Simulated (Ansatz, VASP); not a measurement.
## Two plane-wave programs on ZnS

File INCAR:

```
SYSTEM = ZnS
ALGO     = Normal         ! electronic algorithm
EDIFF    = 1E-6           ! SCF threshold, eV
ENCUT    = 520            ! plane-wave cutoff, eV
GGA      = RP             ! functional
ISIF     = 2              ! what is computed and relaxed
ISMEAR   = 0              ! smearing method
LASPH    = .True.         ! aspherical terms in the spheres
LCHARG   = .False.        ! write CHGCAR
LREAL    = .False.        ! projectors in reciprocal space
LWAVE    = .False.        ! write WAVECAR
NELM     = 80             ! most SCF steps
PREC     = Accurate       ! precision mode
SIGMA    = 0.05           ! smearing width, eV
```

Contents of KPOINTS:

```
k-points
0
Gamma
  9 9 9
  0 0 0
```

POSCAR

```
ZnS
1.0
    0.0000000000      2.7020000000      2.7020000000
    2.7020000000      0.0000000000      2.7020000000
    2.7020000000      2.7020000000      0.0000000000
Zn S
1 1
Cartesian
    4.0530000000      4.0530000000      4.0530000000
    0.0000000000      0.0000000000      0.0000000000
```

Contents of input.yaml:

```yaml
crystal:
  lattice:
    - [0.0, 2.702, 2.702]
    - [2.702, 0.0, 2.702]
    - [2.702, 2.702, 0.0]
  atoms:
    - { symbol: Zn, position: [0.75, 0.75, 0.75] }
    - { symbol: S, position: [0.0, 0.0, 0.0] }
hamiltonian:
  xc: rpbe
  pseudopotentials: { kind: paw }
kpoints:
  mp_grid: { grid: [9, 9, 9] }
scf:
  occupations: { method: gaussian, width: 0.05 }
output:
  forces: true
  stress: true
  eigenvalues: true
  write_density: true
  write_potential: true
  elf: true
  volumetric_format: npy
```

Alike in both runs: task single point; functional RPBE; k mesh 9 × 9 × 9; occupations gaussian, width 0.05 eV; no spin polarisation.

|  | VASP | Ansatz |
| --- | --- | --- |
| version | VASP 6.6.1 | Ansatz 0.2.0 |
| potentials or method | VASP PAW PBE potentials, release 64 (Zn, S) | Ansatz PAW |
| plane-wave cutoff (eV) | 520 | 420 |
| valence electrons in the cell | 18 | 18 |

Ansatz gave:

* gap on the k mesh at the Fermi level (eV): 2.28
* least direct gap on the mesh (eV): 2.28
* pressure (GPa): 4.2

Problem. Which values does VASP return?

Solution. gap on the k mesh at the Fermi level (eV): 2.28; least direct gap on the mesh (eV): 2.28; pressure (GPa): 4.3.

Caveats: the PAW data sets were made with another functional, which shifts forces and pressure a little (VASP); odd divisions of the mesh miss points on the zone boundary, where band edges often lie, so the gap on the mesh can be too wide (Ansatz); the PAW data sets come from PBE, with cores solved anew for the run's functional, which leaves a small shift of forces and pressure (Ansatz).
